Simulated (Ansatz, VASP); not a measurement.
# One calculation of ZnO, two programs

Contents of INCAR:

```
SYSTEM = ZnO
PREC = Accurate
ENCUT = 520
EDIFF = 1E-6
ISMEAR = 0
SIGMA = 0.01
LREAL = .False.
LASPH = .True.
NELM = 60
ALGO = Normal
ISIF = 2
LWAVE = .False.
LCHARG = .False.
NBANDS = 26
```

The input KPOINTS:

```
Automatic mesh
0
Gamma
  12 12 6
  0 0 0
```

Contents of POSCAR:

```
ZnO
1.0
    3.4165335104      0.0000000000      0.0000000000
   -1.7082667552      2.9588048129      0.0000000000
    0.0000000000      0.0000000000      4.4775675786
Zn O
2 2
Direct
    0.3333333333      0.6666666667      0.2500000000
    0.6666666667      0.3333333333      0.7500000000
    0.6666666667      0.3333333333      0.2500000000
    0.3333333333      0.6666666667      0.7500000000
```

Input for Ansatz:

```yaml
crystal:
  lattice:
    - [3.4165335104, 0.0, 0.0]
    - [-1.7082667552, 2.9588048129, 0.0]
    - [0.0, 0.0, 4.4775675786]
  atoms:
    - { symbol: Zn, position: [0.3333333333, 0.6666666667, 0.25] }
    - { symbol: Zn, position: [0.6666666667, 0.3333333333, 0.75] }
    - { symbol: O, position: [0.6666666667, 0.3333333333, 0.25] }
    - { symbol: O, position: [0.3333333333, 0.6666666667, 0.75] }
kpoints:
  mp_grid: { grid: [12, 12, 6] }
  band_path:
    path:
      - [0.0, 0.0, 0.0]
      - [0.5, 0.0, 0.0]
      - [0.3333333333, 0.3333333333, 0.0]
      - [0.0, 0.0, 0.5]
      - [0.5, 0.0, 0.5]
      - [0.3333333333, 0.3333333333, 0.5]
    npoints: 1
hamiltonian:
  xc: lda
scf:
  occupations: { method: fixed }
  n_extra_bands: 5
output:
  forces: true
  stress: true
  eigenvalues: true
```

Alike in both runs: task single point; functional LDA; k mesh 12 × 12 × 6; no spin polarisation.

|  | VASP | Ansatz |
| --- | --- | --- |
| version | VASP 6.6.1 | Ansatz 0.2.0 |
| potentials or method | VASP PAW LDA potentials, release 64 (Zn, O) | plane waves, PAW |
| plane-wave cutoff (eV) | 520 | 420 |
| occupations | gaussian, width 0.01 eV | fixed |
| valence electrons in the cell | 36 | 36 |

|  | VASP | Ansatz | Ansatz less VASP |
| --- | --- | --- | --- |
| gap on the k mesh at the Fermi level (eV) | 0.95 | 0.94 | -0.002 |
| pressure (GPa) | -5.1 | -6.3 | -1.16 |
| largest component of the traceless stress (GPa) | 0.80 | 1.13 | +0.329 |

A k mesh can miss the band edges. LDA gaps usually lie below the measured ones, often by a third to a half.
